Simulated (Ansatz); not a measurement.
# GaP (F-43m) in Ansatz: a series of runs

Runs on GaP. Level: PBEsol. Tasks: single point, equation of state.

Everything below comes from runs of Ansatz 0.2.0. Logs are shortened: lines on timing, memory, paths and dates and some standing lists are left out, and cuts for length are marked.

**The experiment to reproduce.**

“Phosphorous dimerization in GaP at high pressure”, 2017, arxiv:1709.06667 reports, for a bulk crystal of GaP: bulk modulus 87.5 ± 0.6 GPa.

The results are compared with them further down.

## (1) Starting point

Symmetry: F-43m, No. 216, cubic system. Conventional cell: a = 5.451 Å, b = 5.451 Å, c = 5.451 Å, α = 90.00°, β = 90.00°, γ = 90.00°. Ga (site symmetry -43m) is surrounded by 4 P at 2.36 Å. P (site symmetry -43m) is surrounded by 4 Ga at 2.36 Å.

## (2) Single point, PBEsol, 19.03 Å³/atom (volume scaled by 0.94)

Input file input.yaml:

```yaml
crystal:
  lattice:
    - [0.0, 2.6696170428, 2.6696170428]
    - [2.6696170428, 0.0, 2.6696170428]
    - [2.6696170428, 2.6696170428, 0.0]
  atoms:
    - { symbol: Ga, position: [0.0, 0.0, 0.0] }
    - { symbol: P, position: [0.75, 0.75, 0.75] }
kpoints:
  mp_grid: { grid: [8, 8, 8] }
scf:
  occupations: { method: fermi_dirac, width: 0.05 }
hamiltonian:
  xc: pbesol
  pseudopotentials: { kind: all_electron, lapw: { basis_error: 0.001 } }
output:
  forces: true
  stress: true
  eigenvalues: true
```

Potentials or basis: all-electron LAPW, scalar-relativistic.

Started as:

```console
$ ansatz run input.yaml --threads 1 --pin off --max-ram 3072MiB --backend cpu --events-out ev --progress --plain --runs-dir out
```

Output:

```text
Warning: RAYON_NUM_THREADS=1 ignored (pool sized by the plan → 1); use --threads N
LAPW: plane waves up to 8.785 Å⁻¹, error target 1.0e-3 eV per atom; small_component_spin mean_spin; P in spheres of 1.041 Å, 13 of its electrons in bands, Dirac shells []; Ga in spheres of 1.271 Å, 21 of its electrons in bands, Dirac shells [] (how accurate: hamiltonian.pseudopotentials.lapw.basis_error, Limitations)
Engine: ansatz 0.2.0, aarch64-unknown-linux-gnu
Pseudopotentials: kind: all_electron
Pseudopotential: Ga, LAPW, valence charge 21, lapw/all_electron/scalar/gaussian/Ga, Koelling and Harmon's equation, gaussian nucleus
Pseudopotential: P, LAPW, valence charge 13, lapw/all_electron/scalar/gaussian/P, Koelling and Harmon's equation, gaussian nucleus
Functional definition: PBEsol
  exchange = pbesol_x
  correlation = pbesol_c
Crystal: 2 atoms, lattice volume = 38.052 Å³
Basis set: ecut = 294.03427627074353 eV, 411 PW (Γ), exchange–correlation at level 2
Bands: 21, of which v1, the nominal top of the filled ones, is band 17 counted from 1 (16 counted from 0)
Symmetry: 24 space group operations
Space group: F-43m (ITA 216), of the structure as read, at distance tolerance 3.4e-5 Å
k-points: 29 of 512 (time reversal used)
Non-local potential: Ga, projectors of the file, none
Non-local potential: P, projectors of the file, none
Initial density: superposition of atomic densities (chi_scale 0.1, normalization cell, long waves kept (reshape's long-wave potential 0.00 eV rms))
Initial wavefunctions: plane waves of lowest kinetic energy (no species holds an atomic orbital)
Functional: x = pbesol(κ = 0.804, μ = 0.12345679012345678), c = pbesol(β = 0.046)
iter 1 solved again at ethr=2.36e-3 eV; its pass at ethr=1.00e-1 eV (dr2=8.03e-1 eV) is discarded
SCF iter   1: F=—  HF=-62154.480105 eV  |F-HF|=—  |Δ(HF+E_count)|=         —  Δρ=4.05e-2  dr2=8.05e-1  ethr=2.36e-3  ⟨swp⟩=2.0  Hψ=4139  notcnv=0
preconditioner: auto → none  [insulator: Δε(μ)=1.900 eV  Ē_g=15.235 eV  σ=0.050 eV  W_gap=1.00  n_scr=14 (ndim 8)  ℏωp=25.5 eV  f_vac=0.007  D(μ)=0.00/eV (n_scr^D=0)  ε∞_Penn≈3.8]
iter 2 solved again at ethr=2.24e-4 eV; its pass at ethr=2.36e-3 eV (dr2=7.63e-2 eV) is discarded
SCF iter   2: F=—  HF=-62154.210594 eV  |F-HF|=—  |Δ(HF+E_count)|=   2.70e-1  Δρ=1.56e-2  dr2=7.62e-2  ethr=2.24e-4  ⟨swp⟩=2.0  Hψ=3130  notcnv=0
SCF iter   3: F=—  HF=-62154.181297 eV  |F-HF|=—  |Δ(HF+E_count)|=   2.93e-2  Δρ=6.87e-3  dr2=1.32e-2  ethr=2.24e-4  ⟨swp⟩=2.0  Hψ=1769  notcnv=0
SCF iter   4: F=—  HF=-62154.174808 eV  |F-HF|=—  |Δ(HF+E_count)|=         —  Δρ=1.60e-3  dr2=7.14e-4  ethr=3.88e-5  ⟨swp⟩=2.0  Hψ=1658  notcnv=0
the basis was enlarged: its passes take 225.9 KiB over the memory plan, 1 of 1 planned eigensolver slots
SCF iter   5: F=—  HF=-62154.174251 eV  |F-HF|=—  |Δ(HF+E_count)|=   5.57e-4  Δρ=2.63e-4  dr2=1.54e-5  ethr=2.10e-6  ⟨swp⟩=2.0  Hψ=1654  notcnv=0
SCF iter   6: F=—  HF=-62154.174258 eV  |F-HF|=—  |Δ(HF+E_count)|=   7.28e-6  Δρ=2.57e-5  dr2=1.66e-7  ethr=4.52e-8  ⟨swp⟩=3.0  Hψ=1742  notcnv=0
SCF iter   7: F=-62154.174258 eV  HF=-62154.174258 eV  |F-HF|=2.83e-9  |Δ(HF+E_count)|=   2.63e-7  Δρ=3.23e-6  dr2=3.26e-9  ethr=4.87e-10  ⟨swp⟩=3.0  Hψ=1769  notcnv=0
SCF 1 converged in 7 iterations: F = -62154.174258 eV  dr2 = 3.26e-9
SCF converged after 7 iterations
Free energy (F): -62154.174258 eV
Harris-Foulkes:  -62154.174258 eV  (|F-HF|=2.83e-9)
Internal energy: -62154.174258 eV  (E = F + TS)
E sigma→0 (E₀):  -62154.174258 eV
Entropy (-TS):   -0.000000 eV (-0.000 meV/atom)
Fermi energy:    10.015726 eV
--- Per-component energies (eV) ---
  E_band       = -1765.051331
  E_kinetic    = 63222.808920
  E_xc         = -2635.868780
  E_electrostatic = -122741.114398  (all electrons and nuclei)
  E_smearing   = -0.000000  (= −TS)
  E_closure    = 0.000000  (closes the sum)
  E_atoms      = -62144.310062  (free atoms, spherical and without spin; not in F)
  Σ components = -62154.174258   (vs F -62154.174258, Δ=0.00e0)
  Basis errors (estimates in eV, not in F): energy 4.3e-4 per atom: plane waves 4.0e-4 (2.3e-4 summed), levels above the bands 6.6e-65, relativity 1.2e-8, radial functions 3.3e-5, core shells 5.3e-11; eigenvalues (radial functions only) 1.0e-6; not estimated: angular momenta, meshes, grids; target (lapw.basis_error) 1.0e-3; muffin-tin radii P 1.041 Å, Ga 1.271 Å
--- Forces (eV/Å), atoms counted from 1 ---
  atom   1  Ga     0.00000000    -0.00000000     0.00000000
  atom   2  P     -0.00000000     0.00000000    -0.00000000
  max |Σ_I F_I| component: 2.49e-17 eV/Å
--- Stress (GPa, compression-positive) ---
        5.290871      -0.000000      -0.000000
       -0.000000       5.290871       0.000000
       -0.000000       0.000000       5.290871
  P = ⅓ Tr σ = 5.2909 GPa (52.909 kbar)
--- Band table (eV; the first three rows and the last of 29) ---
  k-point 0: bands = ["-158.0642", "-133.7322", "-108.7964", "-108.7964", "-108.7964", "-84.6345", "-84.6345", "-84.6345", "-5.3232", "-5.3232", "-5.3232", "-5.2028", "-5.2028", "-3.6640", "9.3421", "9.3421", "9.3421", "11.6004", "13.1401", "13.1401", "13.1401"]
  k-point 1: bands = ["-158.0642", "-133.7322", "-108.7964", "-108.7964", "-108.7964", "-84.6345", "-84.6345", "-84.6345", "-5.3424", "-5.3174", "-5.3174", "-5.2029", "-5.2029", "-3.4423", "7.6712", "9.0845", "9.0845", "12.0463", "13.5219", "13.5219", "13.8914"]
  k-point 2: bands = ["-158.0642", "-133.7322", "-108.7964", "-108.7964", "-108.7964", "-84.6346", "-84.6345", "-84.6345", "-5.3822", "-5.3051", "-5.3051", "-5.2013", "-5.2013", "-2.8152", "5.2821", "8.6101", "8.6101", "11.6242", "14.0458", "14.0458", "15.9185"]
  k-point 28: bands = ["-158.0642", "-133.7322", "-108.7964", "-108.7964", "-108.7964", "-84.6346", "-84.6346", "-84.6345", "-5.4456", "-5.2758", "-5.2507", "-5.2222", "-5.1924", "-0.2477", "2.4724", "5.4115", "5.5543", "13.9506", "14.4321", "15.3489", "15.5317"]
```

Run time: 12 s. Hardware: 1 thread of Arm Neoverse V1, shared host; peak memory 0.27 GiB.

Results:

* Free energy: -62154.1743 eV
* Pressure: 5.3 GPa
* Band gap on the k mesh: 1.38 eV, indirect (least direct gap 2.26 eV)

## (3) Single point, PBEsol, 19.43 Å³/atom (volume scaled by 0.96)

Edit input.yaml of step 2 so:

```diff
@@ -2,5 +2,5 @@
   lattice:
-    - [0.0, 2.6696170428, 2.6696170428]
-    - [2.6696170428, 0.0, 2.6696170428]
-    - [2.6696170428, 2.6696170428, 0.0]
+    - [0.0, 2.6884177822, 2.6884177822]
+    - [2.6884177822, 0.0, 2.6884177822]
+    - [2.6884177822, 2.6884177822, 0.0]
   atoms:
```

Potentials or basis: all-electron LAPW, scalar-relativistic.

Started as:

```console
$ ansatz run input.yaml --threads 1 --pin off --max-ram 3072MiB --backend cpu --events-out ev --progress --plain --runs-dir out
```

It took 11 s on 1 thread of Arm Neoverse V1, shared host; peak memory 0.26 GiB.

It converged, with:

```
Free energy            : -62154.1954 eV
Pressure               : 3.1 GPa
Band gap on the k mesh : 1.43 eV, indirect (least direct gap 2.08 eV)
```

## (4) Single point, PBEsol, 19.84 Å³/atom (volume scaled by 0.98)

Edit input.yaml of step 3 so:

```diff
@@ -2,5 +2,5 @@
   lattice:
-    - [0.0, 2.6884177822, 2.6884177822]
-    - [2.6884177822, 0.0, 2.6884177822]
-    - [2.6884177822, 2.6884177822, 0.0]
+    - [0.0, 2.7069591804, 2.7069591804]
+    - [2.7069591804, 0.0, 2.7069591804]
+    - [2.7069591804, 2.7069591804, 0.0]
   atoms:
```

Started as:

```console
$ ansatz run input.yaml --threads 1 --pin off --max-ram 3072MiB --backend cpu --events-out ev --progress --plain --runs-dir out
```

It took 11 s on 1 thread of Arm Neoverse V1, shared host; peak memory 0.26 GiB.

The run converged. Its results:

| Property | Result |
| --- | --- |
| Free energy | -62154.2061 eV |
| Pressure | 1.2 GPa |
| Band gap on the k mesh | 1.47 eV, indirect (least direct gap 1.91 eV) |

## (5) Single point, PBEsol, 20.24 Å³/atom

Edit input.yaml of step 4 so:

```diff
@@ -2,5 +2,5 @@
   lattice:
-    - [0.0, 2.7069591804, 2.7069591804]
-    - [2.7069591804, 0.0, 2.7069591804]
-    - [2.7069591804, 2.7069591804, 0.0]
+    - [0.0, 2.72525, 2.72525]
+    - [2.72525, 0.0, 2.72525]
+    - [2.72525, 2.72525, 0.0]
   atoms:
```

Started as:

```console
$ ansatz run input.yaml --threads 1 --pin off --max-ram 3072MiB --backend cpu --events-out ev --progress --plain --runs-dir out
```

Wall time 11 s (1 thread of Arm Neoverse V1, shared host); peak memory 0.25 GiB.

It converged, with:

```yaml
Free_energy: -62154.2076 eV
Pressure: -0.6 GPa
Band_gap_on_the_k_mesh: 1.52 eV, indirect (least direct gap 1.75 eV)
```

## (6) Single point, PBEsol, 20.65 Å³/atom (volume scaled by 1.02)

Edit input.yaml of step 5 so:

```diff
@@ -2,5 +2,5 @@
   lattice:
-    - [0.0, 2.72525, 2.72525]
-    - [2.72525, 0.0, 2.72525]
-    - [2.72525, 2.72525, 0.0]
+    - [0.0, 2.7432985392, 2.7432985392]
+    - [2.7432985392, 0.0, 2.7432985392]
+    - [2.7432985392, 2.7432985392, 0.0]
   atoms:
```

Potentials or basis: all-electron LAPW, scalar-relativistic.

Started as:

```console
$ ansatz run input.yaml --threads 1 --pin off --max-ram 3072MiB --backend cpu --events-out ev --progress --plain --runs-dir out
```

Run time: 11 s. Hardware: 1 thread of Arm Neoverse V1, shared host; peak memory 0.26 GiB.

It converged, with:

```yaml
Free_energy: -62154.2007 eV
Pressure: -2.1 GPa
Band_gap_on_the_k_mesh: 1.53 eV, indirect (least direct gap 1.59 eV)
```

## (7) Single point, PBEsol, 21.05 Å³/atom (volume scaled by 1.04)

Edit input.yaml of step 6 so:

```diff
@@ -2,5 +2,5 @@
   lattice:
-    - [0.0, 2.7432985392, 2.7432985392]
-    - [2.7432985392, 0.0, 2.7432985392]
-    - [2.7432985392, 2.7432985392, 0.0]
+    - [0.0, 2.7611126653, 2.7611126653]
+    - [2.7611126653, 0.0, 2.7611126653]
+    - [2.7611126653, 2.7611126653, 0.0]
   atoms:
```

Started as:

```console
$ ansatz run input.yaml --threads 1 --pin off --max-ram 3072MiB --backend cpu --events-out ev --progress --plain --runs-dir out
```

Wall time 11 s (1 thread of Arm Neoverse V1, shared host); peak memory 0.26 GiB.

Results (log left out):

```yaml
Free_energy: -62154.1863 eV
Pressure: -3.5 GPa
Band_gap_on_the_k_mesh: 1.43 eV, direct
```

## (8) Single point, PBEsol, 21.45 Å³/atom (volume scaled by 1.06)

Edit input.yaml of step 7 so:

```diff
@@ -2,5 +2,5 @@
   lattice:
-    - [0.0, 2.7611126653, 2.7611126653]
-    - [2.7611126653, 0.0, 2.7611126653]
-    - [2.7611126653, 2.7611126653, 0.0]
+    - [0.0, 2.7786998443, 2.7786998443]
+    - [2.7786998443, 0.0, 2.7786998443]
+    - [2.7786998443, 2.7786998443, 0.0]
   atoms:
```

Started as:

```console
$ ansatz run input.yaml --threads 1 --pin off --max-ram 3072MiB --backend cpu --events-out ev --progress --plain --runs-dir out
```

Run time: 11 s. Hardware: 1 thread of Arm Neoverse V1, shared host; peak memory 0.25 GiB.

It converged, with:

| Quantity | Value |
| --- | --- |
| Free energy | -62154.1652 eV |
| Pressure | -4.8 GPa |
| Band gap on the k mesh | 1.28 eV, direct |

## (9) Equation of state, PBEsol

Potentials or basis: all-electron LAPW, scalar-relativistic.

No new run: the results of the series are fitted here.

What came out:

```
Equilibrium volume                      : 20.10 Å³/atom
Bulk modulus                            : 85 GPa
Pressure derivative of the bulk modulus : 4.5
```

Energy against volume, from the lowest point:
```
volume (Å³/atom)  energy (meV/atom)
          19.026              16.66
          19.431               6.08
          19.836               0.72
          20.240               0.00
          20.645               3.45
          21.050              10.64
          21.455              21.17
```

## (10) How close it comes

Step 9. Measured bulk modulus of GaP: 87.5 GPa (“Phosphorous dimerization in GaP at high pressure”, 2017, arxiv:1709.06667). This calculation gives 85 GPa (-2.9 %). The fit is for a static lattice scaled at fixed shape and fixed fractional positions.
